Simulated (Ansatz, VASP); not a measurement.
## Fe in VASP and in Ansatz

```
Fe
1.0
     0.00000    1.97982    2.00365
     1.52783    0.00000    2.00365
     1.52783    1.97982    0.00000
Fe
1
Direct
  0.00000 0.00000 0.00000
```

Alike in both runs: task single point; functional r2SCAN; k mesh 13 × 13 × 13; occupations fermi-dirac, width 0.05 eV; collinear spin.

|  | VASP | Ansatz |
| --- | --- | --- |
| version | VASP 6.6.1 | Ansatz 0.2.0 |
| potentials or method | VASP PAW PBE potentials, release 64 (Fe) | Ansatz PAW |
| plane-wave cutoff (eV) | 520 | 500 |
| valence electrons in the cell | 8 | 16 |

```csv
,VASP,Ansatz,Ansatz less VASP
gap on the k mesh at the Fermi level (eV),none,none,-
pressure (GPa),-5.1,-4.7,+0.34
largest component of the traceless stress (GPa),3.24,3.35,+0.108
net moment per atom (μB),2.67,2.68,+0.003
size of the moment on the site where the two differ most (μB),2.75,2.83,+0.084
```

Site moments also hang on the region over which each program counts them. A gap of «none» marks a metal or a gap that the smearing closes. The functional is the same, so the differences come from potentials, cutoffs and numerics. The two sets of potentials don't hold the same shells in valence.

Caveats: the PAW data sets were made with another functional, which shifts forces and pressure a little (VASP); the magnetic or orbital state may not be the lowest (Ansatz); the PAW data sets come from PBE, with cores solved anew for the run's functional, which leaves a small shift of forces and pressure (Ansatz).
